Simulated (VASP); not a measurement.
# AgCl (Chlorargyrite) (Fm-3m) in VASP: notebook

Aim: see how the results for AgCl (Chlorargyrite) move with the level of theory and the settings. Levels: PBE, TB-mBJ, r2SCAN+D3(BJ), PBEsol. Tasks: G0W0 quasiparticle levels, optical spectrum, evGW0 quasiparticle levels, band structure.

Everything below comes from runs of VASP 6.6.1. Logs are shortened: lines on timing, memory, paths and dates and some standing lists are left out, and cuts for length are marked.

**The experiment to reproduce.**

From a printed reference work, data compilation, for a bulk crystal of AgCl: band gap 3.249 eV (indirect).

How close the calculation comes is told below.

### Step 1. Starting point

Symmetry: Fm-3m, No. 225, cubic system. Conventional cell: a = 5.470 Å, b = 5.470 Å, c = 5.470 Å, α = 90.00°, β = 90.00°, γ = 90.00°. Around Ag (site symmetry m-3m) lie 6 Cl at 2.73 Å. Cl (site symmetry m-3m) is surrounded by 6 Ag at 2.73 Å.

### Step 2. G0W0 quasiparticle levels, PBE

Contents of POSCAR:

```
AgCl
1.0
    0.0000000000      2.7350000000      2.7350000000
    2.7350000000      0.0000000000      2.7350000000
    2.7350000000      2.7350000000      0.0000000000
Ag Cl
1 1
Direct
    0.0000000000      0.0000000000      0.0000000000
    0.5000000000      0.5000000000      0.5000000000
```

Contents of INCAR.step1:

```
PREC     = Accurate       # precision mode
ENCUT    = 500            # plane-wave cutoff, eV
EDIFF    = 1E-8           # SCF threshold, eV
ISMEAR   = 0              # smearing method
SIGMA    = 0.01           # smearing width, eV
LREAL    = False          # projectors in reciprocal space
LASPH    = True           # aspherical terms in the spheres
NELM     = 80             # most SCF steps
ALGO     = Normal         # electronic algorithm
LWAVE    = True           # write WAVECAR
LCHARG   = False          # write CHGCAR
GGA      = PE             # functional
```

Contents of INCAR.step2:

```
PREC     = Accurate       # precision mode
ENCUT    = 500            # plane-wave cutoff, eV
EDIFF    = 1E-8           # SCF threshold, eV
ISMEAR   = 0              # smearing method
SIGMA    = 0.01           # smearing width, eV
LREAL    = False          # projectors in reciprocal space
LASPH    = True           # aspherical terms in the spheres
NELM     = 1              # most SCF steps
ALGO     = Exact          # electronic algorithm
LWAVE    = True           # write WAVECAR
LCHARG   = False          # write CHGCAR
GGA      = PE             # functional
NBANDS   = 101            # bands
LOPTICS  = True           # frequency-dependent dielectric function
ISTART   = 1
```

Contents of INCAR.step3:

```
PREC     = Accurate       # precision mode
ENCUT    = 500            # plane-wave cutoff, eV
EDIFF    = 1E-8           # SCF threshold, eV
ISMEAR   = 0              # smearing method
SIGMA    = 0.01           # smearing width, eV
LREAL    = False          # projectors in reciprocal space
LASPH    = True           # aspherical terms in the spheres
ALGO     = EVGW0          # electronic algorithm
LWAVE    = True           # write WAVECAR
LCHARG   = False          # write CHGCAR
GGA      = PE             # functional
NELMGW   = 1            
NBANDS   = 101            # bands
ENCUTGW  = 100            # cutoff of the response function
NOMEGA   = 64             # frequency points
PRECFOCK = Fast         
ISTART   = 1            
NBANDSGW = 17
```

Contents of INCAR.step4:

```
PREC     = Accurate       # precision mode
ENCUT    = 500            # plane-wave cutoff, eV
EDIFF    = 1E-8           # SCF threshold, eV
ISMEAR   = 0              # smearing method
SIGMA    = 0.01           # smearing width, eV
LREAL    = False          # projectors in reciprocal space
LASPH    = True           # aspherical terms in the spheres
ALGO     = BSE            # electronic algorithm
LWAVE    = False          # write WAVECAR
LCHARG   = False          # write CHGCAR
GGA      = PE             # functional
NBANDS   = 101            # bands
ENCUTGW  = 100            # cutoff of the response function
NBANDSO  = 4            
NBANDSV  = 6            
ANTIRES  = 0            
OMEGAMAX = 20           
PRECFOCK = Fast         
ISTART   = 1            
NBSEEIG  = 10
```

Contents of KPOINTS:

```
Automatic mesh
0
Gamma
  4 4 4
```

Potentials or basis: VASP PAW PBE potentials, release 64 (Ag_GW, Cl_GW).

Started as:

```
$ cat potpaw_PBE.64/Ag_GW/POTCAR potpaw_PBE.64/Cl_GW/POTCAR > POTCAR
$ cp INCAR.step1 INCAR
$ mpirun -np 1 vasp_std > vasp.out
$ cp INCAR.step2 INCAR
$ mpirun -np 1 vasp_std > vasp.out
$ cp INCAR.step3 INCAR
$ mpirun -np 1 vasp_std > vasp.out
$ cp INCAR.step4 INCAR
$ mpirun -np 1 vasp_std > vasp.out
```

OUTCAR:

```text
PREC = Accurate
   ENCUT = 500
   EDIFF = 1E-8
   ISMEAR = 0
   LREAL = False
   LASPH = True
   GGA = PE
   ENCUTGW = 100
   PRECFOCK = Fast
   ISTART = 1

 ion  position               nearest neighbor table
   1  0.000  0.000  0.000-   2 2.73   2 2.73   2 2.73   2 2.73   2 2.73   2 2.73
   2  0.500  0.500  0.500-   1 2.73   1 2.73   1 2.73   1 2.73   1 2.73   1 2.73

  LATTYP: Found a face centered cubic cell.
 ALAT       =     5.4700000000

  Lattice vectors:

 A1 = (   0.0000000000,   2.7350000000,   2.7350000000)
 A2 = (   2.7350000000,   0.0000000000,   2.7350000000)
 A3 = (   2.7350000000,   2.7350000000,   0.0000000000)

Analysis of symmetry for initial positions (statically):
=====================================================================
 Subroutine PRICEL returns:
 Original cell was already a primitive cell.

 Routine SETGRP: Setting up the symmetry group for a
 face centered cubic supercell.

 Subroutine GETGRP returns: Found 48 space group operations
 (whereof 48 operations were pure point group operations)
 out of a pool of 48 trial point group operations.

The static configuration has the point symmetry O_h .

Analysis of symmetry for dynamics (positions and initial velocities):
=====================================================================
 Subroutine PRICEL returns:
 Original cell was already a primitive cell.

 Routine SETGRP: Setting up the symmetry group for a
 face centered cubic supercell.

 Subroutine GETGRP returns: Found 48 space group operations
 (whereof 48 operations were pure point group operations)
 out of a pool of 48 trial point group operations.

The dynamic configuration has the point symmetry O_h .

 Subroutine INISYM returns: Found 48 space group operations
 (whereof 48 operations are pure point group operations),
 and found     1 'primitive' translations

----------------------------------------------------------------------------------------

                                     Primitive cell

  volume of cell :      40.9168

  direct lattice vectors                    reciprocal lattice vectors
     0.000000000  2.735000000  2.735000000    -0.182815356  0.182815356  0.182815356
     2.735000000  0.000000000  2.735000000     0.182815356 -0.182815356  0.182815356
     2.735000000  2.735000000  0.000000000     0.182815356  0.182815356 -0.182815356

  length of vectors
     3.867874093  3.867874093  3.867874093     0.316645486  0.316645486  0.316645486

  position of ions in fractional coordinates (direct lattice)
     0.000000000  0.000000000  0.000000000
     0.500000000  0.500000000  0.500000000

  ion indices of the primitive-cell ions
   primitive index   ion index
                 1           1
                 2           2

----------------------------------------------------------------------------------------

 KPOINTS: Automatic mesh

Automatic generation of k-mesh.
 Grid dimensions read from file:
 generate k-points for:    4    4    4

 Generating k-lattice:

  Cartesian coordinates                     Fractional coordinates (reciprocal lattice)
    -0.045703839  0.045703839  0.045703839     0.250000000  0.000000000  0.000000000
     0.045703839 -0.045703839  0.045703839     0.000000000  0.250000000  0.000000000
     0.045703839  0.045703839 -0.045703839     0.000000000  0.000000000  0.250000000

  Length of vectors
     0.079161371  0.079161371  0.079161371

  Shift w.r.t. Gamma in fractional coordinates (k-lattice)
     0.000000000  0.000000000  0.000000000

 Subroutine IBZKPT returns following result:
 ===========================================

 Found      8 irreducible k-points:

 Following reciprocal coordinates:
            Coordinates               Weight
  0.000000  0.000000  0.000000      1.000000
  0.250000  0.000000  0.000000      8.000000
  0.500000  0.000000  0.000000      4.000000
  0.250000  0.250000  0.000000      6.000000
  0.500000  0.250000  0.000000     24.000000
 -0.250000  0.250000  0.000000     12.000000
  0.500000  0.500000  0.000000      3.000000
 -0.250000  0.500000  0.250000      6.000000
   k-points           NKPTS =      8   k-points in BZ     NKDIM =     64   number of bands    NBANDS=    101
   number of dos      NEDOS =    301   number of ions     NIONS =      2
   total plane-waves  NPLWV =  21952
   dimension x,y,z NGX =    28 NGY =   28 NGZ =   28
   dimension x,y,z NGXF=    56 NGYF=   56 NGZF=   56
   ions per type =               1   1
   NGX,Y,Z   is equivalent  to a cutoff of  12.03, 12.03, 12.03 a.u.
   NGXF,Y,Z  is equivalent  to a cutoff of  24.07, 24.07, 24.07 a.u.
 SYSTEM =  unknown system
   PREC   = accura    normal or accurate (medium, high low for compatibility)
   ISTART =      1    job   : 0-new  1-cont  2-samecut
   ICHARG =      0    charge: 1-file 2-atom 10-const
   ISPIN  =      1    spin polarized calculation?
   LNONCOLLINEAR =      F non collinear calculations
   LSORBIT =      F    spin-orbit coupling
   LASPH  =      T    aspherical Exc in radial PAW
   ENCUT  =  500.0 eV  36.75 Ry    6.06 a.u.   7.05  7.05  7.05*2*pi/ulx,y,z
   NELM   =     60;   NELMIN=  2; NELMDL=  0     # of ELM steps
   EDIFF  = 0.1E-07   stopping-criterion for ELM
   LREAL  =      F    real-space projection
   EDIFFG = 0.1E-06   stopping-criterion for IOM
   NSW    =      0    number of steps for IOM
   IBRION =     -1    ionic relax: 0-MD 1-quasi-New 2-CG
   NFREE  =      0    steps in history (QN), initial steepest desc. (CG)
   ISIF   =      0    stress and relaxation
   ISYM   =      3    0-nonsym 1-usesym 2-fastsym
   POTIM  = 0.5000    time-step for ionic-motion
   TEBEG  =    0.0;   TEEND  =   0.0 temperature during run
   PSTRESS=    0.0 pullay stress
   NELECT =      18.0000    total number of electrons
   NUPDOWN=      -1.0000    fix difference up-down
   EMIN   =  10.00;   EMAX   =-10.00  energy-range for DOS
   EFERMI =   0.00;   METHOD = LEGACY
   ISMEAR =     0;   SIGMA  =   0.01  broadening in eV -4-tet -1-fermi 0-gaus
   EFERMI_NEDOS =   21; number of points for ismear=-14 and -15
   IALGO  =     38    algorithm
   IMIX   =      4    mixing-type and parameters
     AMIX     =   0.40;   BMIX     =  1.00
     AMIX_MAG =   1.60;   BMIX_MAG =  1.00
  volume/ion in A,a.u.               =      20.46       138.06
  Fermi-wavevector in a.u.,A,eV,Ry     =   1.245083  2.352866 21.092186  1.550232
  Thomas-Fermi vector in A             =   2.379321
   LORBIT       =      0    0 simple, 1 ext, 2 COOP (PROOUT), +10 PAW based schemes
   GGA     = PE    functional components
   LHFCALC =     T    Hartree Fock is set to
   PRECFOCK=fast      Normal, Fast or Accurate (Low or Medium for compatibility)
   ENCUT4O =  -1.0   cutoff for four orbital integrals eV
   NKREDX  =     1    reduce k-point grid by
   NKREDY  =     1    reduce k-point grid by
   NKREDZ  =     1    reduce k-point grid by
   AEXX    =    1.0000 exact exchange contribution
   HFSCREEN=    0.0000 screening length (either q_TF or 0.3 A-1)
   HFSCREENC=   0.0000 screening length for correlation (either q_TF or 0.3 A-1)
   ENCUTFOCK=  -1.0 apply spherical cutoff to Coloumb kernel
   IVDW    =     0    specifies the selected vdW correction
   LEPSILON=     F    determine dielectric tensor
   LRPA    =     F    only Hartree local field effects (RPA)
   LRPAFORCE           =     F    calculate RPA forces
   ENCUTGW             = 100.0    cutoff for response function in eV
   ENCUTGWSOFT         =  80.0    soft cutoff for Coulomb kernel in GW response function in eV
   ENCUTLF             =  -1.0    cutoff for local field effects
   NELMGW              =     1    number of iterations in solving QP/BSE equation
   NELMHF              =     1    number of iterations in the inner HF iteration
   NKREDLFX            =     1    NKREDLFY  =   1   NKREDLFZ  =   1
 non-spin polarized calculation
 Gauss-broadening in eV      SIGMA  =   0.01
  energy-cutoff  :      500.00
  volume of cell :       40.92
 maximum number of plane-waves:      1056
  NGX = 16; NGY = 16; NGZ = 16
   NGX = 15   NGY = 15   NGZ = 15
 maximum number of plane-waves:       100
 NGX is ok and might be reduce to    14

 BSE (scaLAPACK) attempting allocation of   0.028 Gbyte  rank=   1312

=======================================================================
```

It took 83 s on 1 thread of Intel Xeon 6975P-C (Granite Rapids), shared host; peak memory 0.38 GiB.

Results:

```
Band gap on the k mesh, mean-field level : 0.90 eV, indirect (least direct gap 3.39 eV)
Quasiparticle gap                        : 2.24 eV
Least direct quasiparticle gap           : 4.46 eV
```

Levels at points of the mesh, in eV from the valence-band top:
```tsv
k point	band 7	band 8	band 9	band 10	band 11	band 12
(0.00, 0.00, 0.00)	-2.49	-2.49	-2.49	0.90	10.67	10.67
(0.50, 0.00, 0.00)	-1.88	0.00	0.00	4.11	6.77	7.52
(0.50, 0.50, 0.00)	-2.09	-2.09	-1.97	2.30	7.90	8.77
```

Dielectric function (mean over the directions given):
| energy (eV) | real part | imaginary part |
| --- | --- | --- |
| 0.32 | 4.18 | 0.01 |
| 1.28 | 4.35 | 0.03 |
| 2.32 | 4.91 | 0.09 |
| 3.36 | 6.82 | 0.42 |
| 4.40 | 10.48 | 3.37 |
| 5.45 | 3.58 | 0.98 |
| 6.49 | -4.45 | 3.05 |
| 7.53 | -0.64 | 0.96 |
| 8.57 | -1.06 | 3.71 |
| 9.61 | -1.44 | 3.83 |
| 10.57 | -0.61 | 1.78 |
| 11.61 | -1.14 | 1.35 |
| 12.65 | 0.45 | 0.43 |
| 13.69 | -0.03 | 0.30 |
| 14.73 | 0.28 | 0.39 |
| 15.78 | -0.16 | 0.28 |
| 16.82 | 0.18 | 0.06 |
| 17.86 | 0.20 | 0.03 |
| 18.90 | 0.38 | 0.01 |
| 19.94 | 0.48 | 0.01 |

Lowest excitation energies (eV) and strengths:
```
energy  strength
 3.907       5.6
 3.907       5.6
 3.907       5.6
 4.509         0
 4.606         0
 4.661      16.2
 4.661      16.2
 4.661      16.2
 4.744         0
 4.744         0
```

Caveat: the k mesh is coarse (spacing up to 0.50 Å⁻¹), so the values aren't converged; bands, screening cutoff and mesh are small and nothing is extrapolated, so the quasiparticle values aren't converged; spectra need much finer meshes, so this one isn't converged. A k mesh can miss the band edges.

[end of part 1 of 4]
